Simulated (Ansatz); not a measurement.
SrO: a prediction, then the measurements

Theory: DFT PBE, scalar-relativistic, plane waves, PAW in Ansatz.

Plane waves to 420 eV, a k mesh through Γ of 8×8×8 on the computed 2-atom cell and Gaussian smearing (0.02 eV); no spin polarisation.

Relaxed structure, symmetry kept:

```xyz
2
Lattice="0.0000 2.5974 2.5974 2.5974 0.0000 2.5974 2.5974 2.5974 0.0000" Properties=species:S:1:pos:R:3 pbc="T T T"
Sr    2.5974    2.5974    2.5974
O     0.0000    0.0000    0.0000
```

| Quantity | Value |
| --- | --- |
| Space group | Fm-3m (No. 225) |
| Volume per atom | 17.52 Å³ |
| Formation energy from the elements' standard states (uncorrected) | -2.719 eV/atom |
| Kohn–Sham band gap | 3.33 eV, indirect from Γ to X |
| Löwdin character of the top 1 eV of the valence band | O 2p 92 %, unprojected 5 % |
| Electron masses at the edge by Cartesian direction of the standard setting (m_e; degenerate bands sorted by energy; no spin-orbit coupling) | x: 1.2; y: 0.41; z: 0.41 |
| Hole masses at the edge by Cartesian direction of the standard setting (m_e; degenerate bands sorted by energy; no spin-orbit coupling) | x: 4.2, 4.2, 0.33; y: 4.2, 4.2, 0.33; z: 4.2, 4.2, 0.33 |
| Bulk modulus | 85 GPa |
| Its pressure derivative | 4.5 |
| Electronic dielectric constant xx, yy, zz of the standard setting (independent particles) | 3.9, 3.9, 3.9 |
| Bader charges (e) | Sr (1 in the cell) 1.49, O (1 in the cell) -1.49 |

**Experimental background.**

A printed reference work, data compilation reports, for a bulk crystal of SrO at 298.15 K: lattice constant a 5.1602 Å.

Against the measured lattice constant a of SrO, 5.1602 Å (298.15 K; a printed reference work, data compilation), the calculated 5.195 Å is off by +0.7 %. The calculation is for 0 K without zero-point motion.